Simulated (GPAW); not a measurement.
ZrC:

```
CELL_PARAMETERS angstrom
3.39148 0.00000 0.00000
-1.69574 2.93710 0.00000
0.00000 0.00000 5.29005
ATOMIC_POSITIONS crystal
Zr 0.66667 0.33333 0.75000
Zr 0.33333 0.66667 0.25000
C 0.00000 0.00000 0.50000
C 0.00000 0.00000 0.00000
```

The cell comes from a database or a generator and needn't be the stable form of this composition.

Base run:

| Item | Value |
| --- | --- |
| Program | GPAW 26.7.0 |
| Functional | PBE |
| Potentials or basis | GPAW PAW data sets (gpaw-data 1.2.1) |
| Cutoff | 800 eV |
| Basis | pw |
| k mesh | 9 × 9 × 5 |
| Occupations | gaussian, width 0.02 eV |
| Spin | no spin polarisation |

Its results: band gap on the k mesh none (metal or under the smearing width); pressure -3.2 GPa.

Question: The run is repeated on the same cell with these changes: functional from PBE to PBEsol; potentials or basis from GPAW PAW data sets (gpaw-data 1.2.1) to PAW data sets generated in the run's folder for this functional. What comes out?

Answer: Band gap on the k mesh none (metal or under the smearing width); pressure -8.7 GPa.
